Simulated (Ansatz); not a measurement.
CoO:

```
CELL_PARAMETERS angstrom
0.00000 2.13150 2.13150
2.13150 0.00000 2.13150
2.13150 2.13150 0.00000
ATOMIC_POSITIONS crystal
Co 0.00000 0.00000 0.00000
O 0.50000 0.50000 0.50000
```

Base run:

| Quantity | Value |
| --- | --- |
| Program | Ansatz 0.2.0 |
| Functional | PBE |
| Potentials or basis | all-electron LAPW, inner shells corrected to Dirac's equation |
| Cutoff | 360 eV (chosen from the basis error) |
| Basis error allowed | 0.001 eV/atom |
| k mesh | 11 × 11 × 11 |
| Occupations | fermi-dirac, width 0.05 eV |
| Spin | collinear spin, ferromagnetic start |
| Starting moments | [2.0, 0.0] μB |

Its results: band gap on the k mesh none (metal or under the smearing width); pressure -1.9 GPa; net moment 2.93 μB per cell; site moments Co +2.59; O +0.32 μB.

Question: The run is repeated on the same cell with these changes: potentials or basis from all-electron LAPW, inner shells corrected to Dirac's equation to all-electron LAPW, non-relativistic. What comes out?

Answer: Band gap on the k mesh none (metal or under the smearing width); pressure -1.1 GPa; net moment 2.90 μB per cell; site moments Co +2.56; O +0.32 μB.

Caveats: a cell with one magnetic atom can't hold antiferromagnetic order, which such compounds often take; semilocal functionals often make such compounds metallic where correlation or magnetic order opens a gap, which also shifts bond lengths.
